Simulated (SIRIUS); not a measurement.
Crystal: PbF2 (Fluorocronite).

```
Pb F
1.0
     0.00000    2.96366    2.96366
     2.96366    0.00000    2.96366
     2.96366    2.96366    0.00000
Pb F
1 2
Direct
  0.00000 0.00000 0.00000
  0.75000 0.75000 0.75000
  0.25000 0.25000 0.25000
```

Base run:

```yaml
Program: SIRIUS 7.12.0
Functional: PBEsol
Potentials_or_basis: all-electron FP-LAPW
Cutoff: 273 eV
Basis: apw+lo standard
k_mesh: 8 × 8 × 8
Occupations: fermi-dirac, width 0.05 eV
Spin: no spin polarisation
```

Its results: band gap on the k mesh 4.32 eV, indirect (least direct gap 4.47 eV).

Question: The run is repeated on the same cell with these changes: functional from PBEsol to LDA-PZ; occupations from fermi-dirac, width 0.05 eV to gaussian, width 0.05 eV. What comes out?

Answer: Band gap on the k mesh 4.25 eV, indirect (least direct gap 4.41 eV).

Caveats: spin-orbit coupling is left out, which as a rule narrows the gap of such compounds by several tenths of an eV.

Not every run made on this cell is shown here.
